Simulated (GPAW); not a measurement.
Runs of GPAW 26.7.0 on Ge. Symmetry: P6_3/mmc, No. 194, hexagonal system. Conventional cell: a = 3.998 Å, b = 3.998 Å, c = 6.599 Å, α = 90.00°, β = 90.00°, γ = 120.00°. Ge (site symmetry 3m) is surrounded by 4 Ge at 2.45 to 2.47 Å. This isn't the form of Ge at room conditions, which is diamond.

| task | cell | k mesh | cutoff (eV) | smearing | maxiter | optimizer | fmax | max steps | target pressure | mesh quality | gap on the mesh (eV) | pressure (GPa) | largest force (eV/Å) |
| --- | --- | --- | --- | --- | --- | --- | --- | --- | --- | --- | --- | --- | --- |
| relaxation of cell and atoms | relaxed to 2 GPa | 7 × 7 × 4 | 600 | fermi-dirac 0.05 eV | 150 | BFGS | 0.02 eV/Å | 60 | 2 GPa | not flagged | none | 2.0 | 0.02 |
| relaxation of cell and atoms | relaxed to 5 GPa | 7 × 7 × 4 | 600 | fermi-dirac 0.05 eV | 150 | BFGS | 0.02 eV/Å | 60 | 5 GPa | not flagged | none | 5.0 | 0.01 |
| relaxation of cell and atoms | relaxed to 20 GPa | 7 × 7 × 4 | 600 | fermi-dirac 0.05 eV | 150 | BFGS | 0.02 eV/Å | 60 | 20 GPa | not flagged | none | 20.0 | 0.01 |
| G0W0 quasiparticle levels | as given | 4 × 4 × 2 | 450 | fermi-dirac 0.001 eV | 150 | - | - | - | - | coarse | 0.10 | - | - |
| relaxation of cell and atoms | relaxed to 10 GPa | 7 × 7 × 4 | 600 | fermi-dirac 0.05 eV | 150 | BFGS | 0.02 eV/Å | 60 | 10 GPa | not flagged | none | 10.0 | 0.01 |
| single point | as given | 6 × 6 × 4 | 450 | fermi-dirac 0.05 eV | 120 | - | - | - | - | not flagged | 0.07 | (a) | - |
| relaxation of cell and atoms | relaxed to 30 GPa | 7 × 7 × 4 | 600 | fermi-dirac 0.05 eV | 150 | BFGS | 0.02 eV/Å | 60 | 30 GPa | not flagged | none | 30.0 | 0.01 |
| relaxation of cell and atoms | relaxed | 7 × 7 × 4 | 600 | fermi-dirac 0.05 eV | 150 | BFGS | 0.02 eV/Å | 60 | - | not flagged | 0.07 | 0.0 | 0.02 |

Alike in all rows: level PBEsol; potentials or basis PAW data sets generated in the run's folder for this functional, pw; no spin polarisation.

Task: Fill in the values left out.

Result: (a) 0.3.

Caveats: some runs use coarse meshes; later steps reuse the first step's grids (some runs); the long-wavelength limit can be off by a per cent or two (some runs); the cutoff is short for stress and forces, so pressures can be off by a GPa or more (some runs); an odd mesh through Γ misses points on the zone boundary, where band edges often lie (some runs).

A k mesh can miss the band edges, and the runs leave out spin-orbit coupling on Ge.

A gap of «none» marks a metal or a gap under the smearing width.
